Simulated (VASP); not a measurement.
# MgS (Fm-3m) in VASP: settings compared, part 2 of 2

VASP 6.6.1. Earlier steps stand in the parts before.

### Step 4. Relaxation of cell and atoms, PBEsol

INCAR reads:

```
  PREC = Accurate
  ENCUT = 600
  EDIFF = 1E-7
  ISMEAR = 0
  SIGMA = 0.02
  LREAL = F
  LASPH = T
  NELM = 60
  ALGO = Normal
  ISIF = 3
  LWAVE = F
  LCHARG = F
  GGA = PS
  IBRION = 2
  NSW = 90
  EDIFFG = -0.005
```

KPOINTS reads:

```
regular mesh
0
Gamma
  4 4 4
```

POSCAR reads:

```
MgS
1.0
    0.0000000000      2.6043975600      2.6043975600
    2.6043975600      0.0000000000      2.6043975600
    2.6043975600      2.6043975600      0.0000000000
Mg S
1 1
Direct
    0.0000000000      0.0000000000      0.0000000000
    0.5000000000      0.5000000000      0.5000000000
```

Launch:

```bash
cat potpaw_PBE.64/Mg/POTCAR potpaw_PBE.64/S/POTCAR > POTCAR
mpirun -np 1 vasp_std > vasp.out
```

Wall time 14 s (1 thread of Intel Xeon Platinum 8488C (Sapphire Rapids), shared host); peak memory 0.17 GiB.

Results (log left out):

```yaml
Free_energy: -9.0232 eV
Relaxed_volume: 17.45 Å³/atom
Relaxed_cell: a = 3.668 Å, b = 3.668 Å, c = 3.668 Å, α = 60.00°, β = 60.00°, γ = 60.00°
Space_group_after_relaxing_to_0.05_Å: Fm-3m (No. 225)
Energy_gained_by_relaxing: 0.7 meV/atom
Ionic_steps: 3
Pressure_after_relaxing: 0.0 GPa
Band_gap_on_the_k_mesh: 2.70 eV, indirect (least direct gap 3.65 eV)
```

Step by step:
| step | energy change (eV) | largest force (eV/Å) | pressure (GPa) | volume (Å³) |
| --- | --- | --- | --- | --- |
| 1 | 0.0000 | 0.0000 | -0.96 | 35.33 |
| 2 | -0.0013 | 0.0000 | 0.22 | 34.79 |
| 3 | -0.0013 | 0.0000 | 0.00 | 34.89 |

Final structure:
```xyz
2
Lattice="0.0000 2.5936 2.5936 2.5936 0.0000 2.5936 2.5936 2.5936 0.0000" Properties=species:S:1:pos:R:3 pbc="T T T"
Mg    0.0000    0.0000    0.0000
S     2.5936    2.5936    2.5936
```

Levels at points of the mesh, in eV from the valence-band top:
| k point | band 1 | band 2 | band 3 | band 4 | band 5 | band 6 | band 7 | band 8 |
| --- | --- | --- | --- | --- | --- | --- | --- | --- |
| (0.00, 0.00, 0.00) | -12.74 | 0.00 | 0.00 | 0.00 | 3.65 | 7.83 | 7.83 | 7.83 |
| (0.50, 0.00, 0.00) | -11.38 | -4.96 | -0.61 | -0.61 | 4.40 | 6.81 | 6.81 | 10.15 |
| (0.50, 0.50, 0.00) | -11.00 | -4.32 | -1.74 | -1.74 | 2.70 | 4.19 | 11.96 | 12.83 |

Caveat: the k mesh is coarse (spacing up to 0.52 Å⁻¹), so the values aren't converged; the PAW data sets were made with another functional, which shifts forces and pressure a little.

### Step 5. Single point, PBEsol

INCAR reads:

```
ALGO = Normal ; EDIFF = 1E-7
ENCUT = 520 ; GGA = PS
ISIF = 2 ; ISMEAR = 0
LASPH = T ; LCHARG = T
LELF = T ; LREAL = F
LVHAR = T ; LWAVE = F
NELM = 60 ; PREC = Accurate
SIGMA = 0.02
```

KPOINTS reads:

```
k-points
0
Gamma
  8 8 8
```

POSCAR is that of step 4.

Potentials or basis: VASP PAW PBE potentials, release 64 (Mg, S).

Launch:

```bash
cat potpaw_PBE.64/Mg/POTCAR potpaw_PBE.64/S/POTCAR > POTCAR
mpirun -np 1 vasp_std > vasp.out
```

OUTCAR:

```text
EDIFF = 1E-7
   ENCUT = 520
   GGA = PS
   ISIF = 2
   ISMEAR = 0
   LASPH = T
   LREAL = F
   NELM = 60
   PREC = Accurate

 ion  position               nearest neighbor table
   1  0.000  0.000  0.000-   2 2.60   2 2.60   2 2.60   2 2.60   2 2.60   2 2.60
   2  0.500  0.500  0.500-   1 2.60   1 2.60   1 2.60   1 2.60   1 2.60   1 2.60

  LATTYP: Found a face centered cubic cell.
 ALAT       =     5.2087951200

  Lattice vectors:

 A1 = (   0.0000000000,   2.6043975600,   2.6043975600)
 A2 = (   2.6043975600,   0.0000000000,   2.6043975600)
 A3 = (   2.6043975600,   2.6043975600,   0.0000000000)

Analysis of symmetry for initial positions (statically):
=====================================================================
 Subroutine PRICEL returns:
 Original cell was already a primitive cell.

 Routine SETGRP: Setting up the symmetry group for a
 face centered cubic supercell.

 Subroutine GETGRP returns: Found 48 space group operations
 (whereof 48 operations were pure point group operations)
 out of a pool of 48 trial point group operations.

The static configuration has the point symmetry O_h .

Analysis of symmetry for dynamics (positions and initial velocities):
=====================================================================
 Subroutine PRICEL returns:
 Original cell was already a primitive cell.

 Routine SETGRP: Setting up the symmetry group for a
 face centered cubic supercell.

 Subroutine GETGRP returns: Found 48 space group operations
 (whereof 48 operations were pure point group operations)
 out of a pool of 48 trial point group operations.

The dynamic configuration has the point symmetry O_h .

 Subroutine INISYM returns: Found 48 space group operations
 (whereof 48 operations are pure point group operations),
 and found     1 'primitive' translations

----------------------------------------------------------------------------------------

                                     Primitive cell
[... 109 lines left out ...]
   IMIX   =      4    mixing-type and parameters
     AMIX     =   0.40;   BMIX     =  1.00
     AMIX_MAG =   1.60;   BMIX_MAG =  1.00
  volume/ion in A,a.u.               =      17.67       119.21
  Fermi-wavevector in a.u.,A,eV,Ry     =   0.997825  1.885615 13.546695  0.995654
  Thomas-Fermi vector in A             =   2.130007
   LORBIT       =      0    0 simple, 1 ext, 2 COOP (PROOUT), +10 PAW based schemes
   GGA     = PS    functional components
   LHFCALC =     F    Hartree Fock is set to
   AEXX    =    0.0000 exact exchange contribution
   IVDW    =     0    specifies the selected vdW correction
   LEPSILON=     F    determine dielectric tensor
   LRPA    =     F    only Hartree local field effects (RPA)
 non-spin polarized calculation
 Gauss-broadening in eV      SIGMA  =   0.02
  energy-cutoff  :      520.00
  volume of cell :       35.33
 maximum number of plane-waves:       961
   NGX = 13   NGY = 13   NGZ = 13

 number of electron       8.0000000 magnetization

 Free energy of the ion-electron system (eV)
  ---------------------------------------------------
  ext. energy  EPLUGINS =         0.00000000
  ---------------------------------------------------
  free energy    TOTEN  =        -9.07250297 eV

  energy without entropy =       -9.07250297  energy(sigma->0) =       -9.07250297

 E-fermi :   3.7436     XC(G=0):  -9.8235

 val. band max:        3.6469528334   @ k =   0.0000   0.0000   0.0000
 cond. band min:       6.3446897977   @ k =   0.5000   0.5000   0.0000
 fundamental gap:      2.6977369643
 Fermi energy:         3.7435885985

 k-point     1 :       0.0000    0.0000    0.0000
  band No.  band energies     occupation
      1      -9.0181      2.00000
      2       3.6470      2.00000
      3       3.6470      2.00000
      4       3.6470      2.00000
      5       7.2155      0.00000
      6      11.5032      0.00000
      7      11.5032      0.00000
      8      11.5032      0.00000
[... 243 lines left out ...]
 k-point    24 :      -0.3750    0.2500    0.1250
  band No.  band energies     occupation
      1      -7.5025      2.00000
      2      -0.7026      2.00000
      3       1.4791      2.00000
      4       2.4832      2.00000
      5       9.1427      0.00000
      6       9.6291      0.00000
      7      11.9829      0.00000
      8      12.9609      0.00000

 [... further k-points ...]
[... 5 lines left out ...]
  --------------------------------------------------------------------------------------
  -------------------------------------------------------------------------------------
  Total       -0.3015539     -0.3015539     -0.3015539      0.0000000      0.0000000     -0.0000000
  in kB      -13.6748834    -13.6748834    -13.6748834      0.0000000      0.0000000     -0.0000000
  external PRESSURE =     -13.6748834 kB  Pullay stress =       0.0000000 kB

 VOLUME and BASIS-vectors are now :
 -----------------------------------------------------------------------------
  energy-cutoff  :      520.00
  volume of cell :       35.33
      direct lattice vectors                 reciprocal lattice vectors
     0.000000000  2.604397560  2.604397560    -0.191982978  0.191982978  0.191982978
     2.604397560  0.000000000  2.604397560     0.191982978 -0.191982978  0.191982978
     2.604397560  2.604397560  0.000000000     0.191982978  0.191982978 -0.191982978

 POSITION                                       TOTAL-FORCE (eV/Angst)
 -----------------------------------------------------------------------------------
      0.00000      0.00000      0.00000        -0.000000      0.000000      0.000000
      2.60440      2.60440      2.60440         0.000000     -0.000000     -0.000000
 -----------------------------------------------------------------------------------
    total drift:                                0.000000      0.000000      0.000000

  FREE ENERGIE OF THE ION-ELECTRON SYSTEM (eV)
  ---------------------------------------------------
  free  energy   TOTEN  =        -9.0725029707 eV

  energy  without entropy=       -9.0725029707  energy(sigma->0) =       -9.07250297
```

Wall time 11 s (1 thread of Intel Xeon Platinum 8488C (Sapphire Rapids), shared host); peak memory 0.15 GiB.

What came out:

```yaml
Free_energy: -9.0725 eV
Pressure: -1.4 GPa
Band_gap_on_the_k_mesh: 2.70 eV, indirect (least direct gap 3.57 eV)
```

Caveat: the PAW data sets were made with another functional, which shifts forces and pressure a little. A k mesh can miss the band edges.

### Step 6. Overview

| task | level | cell | k mesh | cutoff (eV) | mesh quality | gap on the mesh (eV) | pressure (GPa) | relaxed volume (Å³/atom) |
| --- | --- | --- | --- | --- | --- | --- | --- | --- |
| relaxation of cell and atoms | PBE+D3(BJ) | relaxed | 8 × 8 × 8 | 600 | not flagged | 2.84 | 0.0 | 17.06 |
| relaxation of cell and atoms | PBEsol | relaxed | 8 × 8 × 8 | 300 | not flagged | 2.74 | 0.0 | 17.32 |
| relaxation of cell and atoms | PBEsol | relaxed | 4 × 4 × 4 | 600 | coarse | 2.70 | 0.0 | 17.45 |
| single point | PBEsol | as given | 8 × 8 × 8 | 520 | not flagged | 2.70 | -1.4 | - |

Alike in all rows: potentials or basis VASP PAW PBE potentials, release 64 (Mg, S); no spin polarisation; smearing gaussian 0.02 eV.

Caveats: some runs use coarse meshes; the PAW data sets were made with another functional, which shifts forces and pressure a little (some runs); the cutoff is under 1.25 times the usual one of these potentials, so pressure, stress and relaxed cells hold a basis-set (Pulay) error (some runs).

Absolute energies hang on the potentials; compare differences alone.
